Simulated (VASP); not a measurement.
# Se (Pm-3m) in VASP: notebook

Runs on Se. Level: PBE. Tasks: single point.

Everything below comes from runs of VASP 6.6.1. Logs are shortened: lines on timing, memory, paths and dates and some standing lists are left out, and cuts for length are marked.

## 1. The structure

The structure is cubic, space group Pm-3m (No. 221). Conventional cell: a = 2.811 Å, b = 2.811 Å, c = 2.811 Å, α = 90.00°, β = 90.00°, γ = 90.00°. Se (site symmetry m-3m) has 6 Se at 2.81 Å as nearest neighbours.

This isn't the form of Se at room conditions, which is trigonal, of chains.

## 2. Single point, PBE

INCAR

```
ADDGRID = F
ALGO = Normal
EDIFF = 1E-6
ENCUT = 460
GGA = PE
ISIF = 2
ISMEAR = 0
LASPH = T
LCHARG = F
LREAL = F
LWAVE = F
NELM = 100
PREC = Accurate
SIGMA = 0.05
```

KPOINTS

```
k-points
0
Gamma
  6 6 6
```

POSCAR

```
Se
1.0
    2.8105630200      0.0000000000      0.0000000000
    0.0000000000      2.8105630200      0.0000000000
    0.0000000000      0.0000000000      2.8105630200
Se
1
Direct
    0.0000000000      0.0000000000      0.0000000000
```

Potentials or basis: VASP PAW PBE potentials, release 64 (Se).

On the command line:

```console
$ cat potpaw_PBE.64/Se/POTCAR > POTCAR
$ mpirun -np 1 vasp_std > vasp.out
```

OUTCAR:

```text
EDIFF = 1E-6
   ENCUT = 460
   GGA = PE
   ISIF = 2
   ISMEAR = 0
   LASPH = T
   LREAL = F
   NELM = 100
   PREC = Accurate

 Found     20 irreducible k-points:

 Following reciprocal coordinates:
            Coordinates               Weight
  0.000000  0.000000  0.000000      1.000000
  0.166667  0.000000  0.000000      6.000000
  0.333333  0.000000  0.000000      6.000000
  0.500000  0.000000  0.000000      3.000000
  0.166667  0.166667  0.000000     12.000000
  0.333333  0.166667  0.000000     24.000000
   k-points           NKPTS =     20   k-points in BZ     NKDIM =     20   number of bands    NBANDS=      7
   number of dos      NEDOS =    301   number of ions     NIONS =      1
   total plane-waves  NPLWV =   8000
   dimension x,y,z NGX =    20 NGY =   20 NGZ =   20
   dimension x,y,z NGXF=    40 NGYF=   40 NGZF=   40
   ions per type =               1
   NGX,Y,Z   is equivalent  to a cutoff of  11.83, 11.83, 11.83 a.u.
   NGXF,Y,Z  is equivalent  to a cutoff of  23.66, 23.66, 23.66 a.u.
 SYSTEM =  unknown system
   PREC   = accura    normal or accurate (medium, high low for compatibility)
   ISTART =      0    job   : 0-new  1-cont  2-samecut
   ICHARG =      2    charge: 1-file 2-atom 10-const
   ISPIN  =      1    spin polarized calculation?
   LNONCOLLINEAR =      F non collinear calculations
   LSORBIT =      F    spin-orbit coupling
   LASPH  =      T    aspherical Exc in radial PAW
   ENCUT  =  460.0 eV  33.81 Ry    5.81 a.u.   4.92  4.92  4.92*2*pi/ulx,y,z
   NELM   =    100;   NELMIN=  2; NELMDL= -5     # of ELM steps
   EDIFF  = 0.1E-05   stopping-criterion for ELM
   LREAL  =      F    real-space projection
   EDIFFG = 0.1E-04   stopping-criterion for IOM
   NSW    =      0    number of steps for IOM
   IBRION =     -1    ionic relax: 0-MD 1-quasi-New 2-CG
   NFREE  =      0    steps in history (QN), initial steepest desc. (CG)
   ISIF   =      2    stress and relaxation
   ISYM   =      2    0-nonsym 1-usesym 2-fastsym
   POTIM  = 0.5000    time-step for ionic-motion
   TEBEG  =    0.0;   TEEND  =   0.0 temperature during run
   PSTRESS=    0.0 pullay stress
   NELECT =       6.0000    total number of electrons
   NUPDOWN=      -1.0000    fix difference up-down
   EMIN   =  10.00;   EMAX   =-10.00  energy-range for DOS
   EFERMI =   0.00;   METHOD = LEGACY
   ISMEAR =     0;   SIGMA  =   0.05  broadening in eV -4-tet -1-fermi 0-gaus
   EFERMI_NEDOS =   21; number of points for ismear=-14 and -15
   IALGO  =     38    algorithm
   IMIX   =      4    mixing-type and parameters
     AMIX     =   0.40;   BMIX     =  1.00
     AMIX_MAG =   1.60;   BMIX_MAG =  1.00
  volume/ion in A,a.u.               =      22.20       149.82
  Fermi-wavevector in a.u.,A,eV,Ry     =   1.058438  2.000157 15.242472  1.120290
  Thomas-Fermi vector in A             =   2.193747
   LORBIT       =      0    0 simple, 1 ext, 2 COOP (PROOUT), +10 PAW based schemes
   GGA     = PE    functional components
   LHFCALC =     F    Hartree Fock is set to
   AEXX    =    0.0000 exact exchange contribution
   IVDW    =     0    specifies the selected vdW correction
   LEPSILON=     F    determine dielectric tensor
   LRPA    =     F    only Hartree local field effects (RPA)
 non-spin polarized calculation
 Gauss-broadening in eV      SIGMA  =   0.05
  energy-cutoff  :      460.00
  volume of cell :       22.20
 maximum number of plane-waves:       512
 NGX is ok and might be reduce to    20
   NGX =  9   NGY =  9   NGZ =  9

 number of electron       5.9999999 magnetization

 Free energy of the ion-electron system (eV)
  ---------------------------------------------------
  ext. energy  EPLUGINS =         0.00000000
  ---------------------------------------------------
  free energy    TOTEN  =        -3.16691441 eV

  energy without entropy =       -3.16441743  energy(sigma->0) =       -3.16566592

 E-fermi :   4.9034     XC(G=0): -10.0030

 val. band max:        4.7152162194   @ k =   0.3333   0.1667   0.1667
 cond. band min:       4.9272667826   @ k =   0.3333   0.1667   0.1667
 fundamental gap:      0.2120505633
 Fermi energy:         4.9034188278

 k-point     1 :       0.0000    0.0000    0.0000
  band No.  band energies     occupation
      1     -11.2961      2.00000
      2       6.3174      0.00000
      3       6.3174      0.00000
      4       6.3174      0.00000
      5      12.6430      0.00000
      6      12.6430      0.00000
      7      12.8676      0.00000

 k-point     2 :       0.1667    0.0000    0.0000
  band No.  band energies     occupation
      1     -10.9020      2.00000
      2       3.2574      2.00000
      3       6.6237      0.00000
      4       6.6237      0.00000
      5      13.0393      0.00000
      6      13.2736      0.00000
      7      16.5518      0.00000

 k-point     3 :       0.3333    0.0000    0.0000
  band No.  band energies     occupation
      1      -9.8915      2.00000
      2      -0.5009      2.00000
      3       7.3397      0.00000
      4       7.3397      0.00000
      5      14.0702      0.00000
      6      14.6916      0.00000
      7      19.6280      0.00000

 k-point     4 :       0.5000    0.0000    0.0000
  band No.  band energies     occupation
      1      -9.1715      2.00000
      2      -2.1919      2.00000
      3       7.7733      0.00000
      4       7.7733      0.00000
      5      14.8296      0.00000
      6      16.5906      0.00000
      7      17.5139      0.00000

 k-point     5 :       0.1667    0.1667    0.0000
  band No.  band energies     occupation
      1     -10.5082      2.00000
      2       3.5731      2.00000
      3       3.6508      2.00000
      4       6.9265      0.00000
      5      13.5769      0.00000
      6      16.2895      0.00000
      7      17.1044      0.00000

 k-point     6 :       0.3333    0.1667    0.0000
  band No.  band energies     occupation
      1      -9.4991      2.00000
      2      -0.1267      2.00000
      3       4.4806      2.00000
      4       7.6323      0.00000
      5      14.2836      0.00000
      6      15.2639      0.00000
      7      18.6859      0.00000

 [... further k-points ...]
[... 5 lines left out ...]
  --------------------------------------------------------------------------------------
  -------------------------------------------------------------------------------------
  Total        0.1447977      0.1447977      0.1447977      0.0000000     -0.0000000      0.0000000
  in kB       10.4494249     10.4494249     10.4494249      0.0000000     -0.0000000      0.0000000
  external PRESSURE =      10.4494249 kB  Pullay stress =       0.0000000 kB

 VOLUME and BASIS-vectors are now :
 -----------------------------------------------------------------------------
  energy-cutoff  :      460.00
  volume of cell :       22.20
      direct lattice vectors                 reciprocal lattice vectors
     2.810563020  0.000000000  0.000000000     0.355800597  0.000000000  0.000000000
     0.000000000  2.810563020  0.000000000     0.000000000  0.355800597  0.000000000
     0.000000000  0.000000000  2.810563020     0.000000000  0.000000000  0.355800597

 POSITION                                       TOTAL-FORCE (eV/Angst)
 -----------------------------------------------------------------------------------
      0.00000      0.00000      0.00000         0.000000      0.000000      0.000000
 -----------------------------------------------------------------------------------
    total drift:                               -0.000000     -0.000000      0.000000

  FREE ENERGIE OF THE ION-ELECTRON SYSTEM (eV)
  ---------------------------------------------------
  free  energy   TOTEN  =        -3.1669144147 eV

  energy  without entropy=       -3.1644174284  energy(sigma->0) =       -3.16566592
```

OSZICAR:

```text
N       E                     dE             d eps       ncg     rms          rms(c)
DAV:   1     0.855752073062E+01    0.85575E+01   -0.26108E+03   280   0.647E+02
DAV:   2    -0.291715253895E+01   -0.11475E+02   -0.10556E+02   364   0.737E+01
DAV:   3    -0.316164251272E+01   -0.24449E+00   -0.24354E+00   350   0.118E+01
DAV:   4    -0.316198536512E+01   -0.34285E-03   -0.34285E-03   406   0.506E-01
DAV:   5    -0.316198561151E+01   -0.24639E-06   -0.24613E-06   343   0.100E-02    0.351E+00
DAV:   6    -0.316478620696E+01   -0.28006E-02   -0.88974E-04   343   0.261E-01    0.209E+00
DAV:   7    -0.316686135595E+01   -0.20751E-02   -0.19716E-03   308   0.389E-01    0.488E-02
DAV:   8    -0.316691037686E+01   -0.49021E-04   -0.84416E-05   378   0.757E-02    0.602E-03
DAV:   9    -0.316691364441E+01   -0.32676E-05   -0.24030E-06   336   0.130E-02    0.422E-03
DAV:  10    -0.316691441470E+01   -0.77029E-06   -0.20885E-06   322   0.969E-03
   1 F= -.31669144E+01 E0= -.31656659E+01  d E =-.249699E-02
```

stdout:

```text
POSCAR found type information on POSCAR Se
 POSCAR found :  1 types and       1 ions
 scaLAPACK will be used
 LDA part: xc-table for (Slater+PW92), standard interpolation
 POSCAR, INCAR and KPOINTS ok, starting setup
 FFT: planning ... GRIDC
 FFT: planning ... GRID_SOFT
 FFT: planning ... GRID
 WAVECAR not read
 entering main loop
```

Run time: 1.9 s. Hardware: 1 thread of Intel Xeon 6975P-C (Granite Rapids), shared host; peak memory 0.11 GiB.

The run converged, but some of its settings lie outside the range that counts as converged, so its numbers aren't taken as properties of the crystal.

What came out:

```yaml
Free_energy: -3.1669 eV
Pressure: 1.0 GPa
Band_gap_on_the_k_mesh: none (metal or under the smearing width)
```

Caveat: the k mesh is coarse (spacing up to 0.37 Å⁻¹), so the values aren't converged.

## 3. Single point, PBE

INCAR: that of step 2 with these lines changed.

```diff
@@ -3,3 +3,3 @@
 EDIFF = 1E-6
-ENCUT = 460
+ENCUT = 340
 GGA = PE
```

KPOINTS

```
k-points
0
Gamma
  7 7 7
```

POSCAR is that of step 2.

Potentials or basis: VASP PAW PBE potentials, release 64 (Se).

On the command line:

```console
$ cat potpaw_PBE.64/Se/POTCAR > POTCAR
$ mpirun -np 1 vasp_std > vasp.out
```

OUTCAR:

```text
EDIFF = 1E-6
   ENCUT = 340
   GGA = PE
   ISIF = 2
   ISMEAR = 0
   LASPH = T
   LREAL = F
   NELM = 100
   PREC = Accurate

 Found     20 irreducible k-points:

 Following reciprocal coordinates:
            Coordinates               Weight
  0.000000  0.000000  0.000000      1.000000
  0.142857  0.000000  0.000000      6.000000
  0.285714  0.000000  0.000000      6.000000
  0.428571  0.000000  0.000000      6.000000
  0.142857  0.142857  0.000000     12.000000
  0.285714  0.142857  0.000000     24.000000
   k-points           NKPTS =     20   k-points in BZ     NKDIM =     20   number of bands    NBANDS=      7
[... 128 lines left out ...]
      3       4.7982      2.00000
      4       7.3528      0.00000
      5      14.2130      0.00000
      6      15.7644      0.00000
      7      18.0445      0.00000

 [... further k-points ...]
[... 5 lines left out ...]
  --------------------------------------------------------------------------------------
  -------------------------------------------------------------------------------------
  Total        0.1568962      0.1568962      0.1568962     -0.0000000     -0.0000000      0.0000000
  in kB       11.3225177     11.3225177     11.3225177     -0.0000000     -0.0000000      0.0000000
  external PRESSURE =      11.3225177 kB  Pullay stress =       0.0000000 kB

 VOLUME and BASIS-vectors are now :
 -----------------------------------------------------------------------------
  energy-cutoff  :      340.00
  volume of cell :       22.20
      direct lattice vectors                 reciprocal lattice vectors
     2.810563020  0.000000000  0.000000000     0.355800597  0.000000000  0.000000000
     0.000000000  2.810563020  0.000000000     0.000000000  0.355800597  0.000000000
     0.000000000  0.000000000  2.810563020     0.000000000  0.000000000  0.355800597

 POSITION                                       TOTAL-FORCE (eV/Angst)
 -----------------------------------------------------------------------------------
      0.00000      0.00000      0.00000         0.000000      0.000000      0.000000
 -----------------------------------------------------------------------------------
    total drift:                                0.000000      0.000000      0.000000

  FREE ENERGIE OF THE ION-ELECTRON SYSTEM (eV)
  ---------------------------------------------------
  free  energy   TOTEN  =        -3.2744562806 eV

  energy  without entropy=       -3.2732144159  energy(sigma->0) =       -3.27383535
```

OSZICAR:

```text
N       E                     dE             d eps       ncg     rms          rms(c)
DAV:   1     0.517179594990E+01    0.51718E+01   -0.22557E+03   294   0.523E+02
DAV:   2    -0.317416223735E+01   -0.83460E+01   -0.79564E+01   399   0.656E+01
DAV:   3    -0.326879665380E+01   -0.94634E-01   -0.94613E-01   308   0.771E+00
DAV:   4    -0.326894505790E+01   -0.14840E-03   -0.14840E-03   434   0.344E-01
DAV:   5    -0.326894517964E+01   -0.12175E-06   -0.12202E-06   301   0.640E-03    0.363E+00
DAV:   6    -0.327211205384E+01   -0.31669E-02   -0.78185E-04   378   0.255E-01    0.217E+00
DAV:   7    -0.327439440007E+01   -0.22823E-02   -0.18059E-03   308   0.384E-01    0.475E-02
DAV:   8    -0.327445164826E+01   -0.57248E-04   -0.78944E-05   385   0.751E-02    0.637E-03
DAV:   9    -0.327445551693E+01   -0.38687E-05   -0.30983E-06   364   0.144E-02    0.382E-03
DAV:  10    -0.327445628061E+01   -0.76368E-06   -0.20007E-06   322   0.948E-03
   1 F= -.32744563E+01 E0= -.32738353E+01  d E =-.124186E-02
```

Run time: 1.4 s. Hardware: 1 thread of Intel Xeon 6975P-C (Granite Rapids), shared host; peak memory 0.11 GiB.

These settings aren't checked as converged: the numbers below hold their error.

What came out:

```
Free energy            : -3.2745 eV
Pressure               : 1.1 GPa
Band gap on the k mesh : none (metal or under the smearing width)
```
